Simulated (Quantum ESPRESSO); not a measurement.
Crystal: TaN.

```
Ta N
1.0
     2.93800    0.00000    0.00000
    -1.46900    2.54438    0.00000
     0.00000    0.00000    2.88300
Ta N
1 1
Direct
  0.00000 0.00000 0.50000
  0.66667 0.33333 0.00000
```

Base run:

```yaml
Program: Quantum ESPRESSO 7.5
Functional: PBEsol
Potentials_or_basis: GBRV 1.5 PBEsol
Cutoff: 762 eV
Density_cutoff: 6095 eV
k_mesh: 10 × 10 × 9
Occupations: fermi-dirac, width 0.05 eV
Spin: no spin polarisation
Hubbard_terms: Ta d U = 1 eV
```

Its results: band gap on the k mesh none (metal or under the smearing width); pressure -3.9 GPa.

Q: The run is repeated on the same cell with these changes: hubbard terms from Ta d U = 1 eV to Ta d U = 2 eV. What comes out?

A: Band gap on the k mesh none (metal or under the smearing width); pressure -2.9 GPa.

Caveats: U without spin polarisation on a metal has little footing.

Not every run made on this cell is shown here.
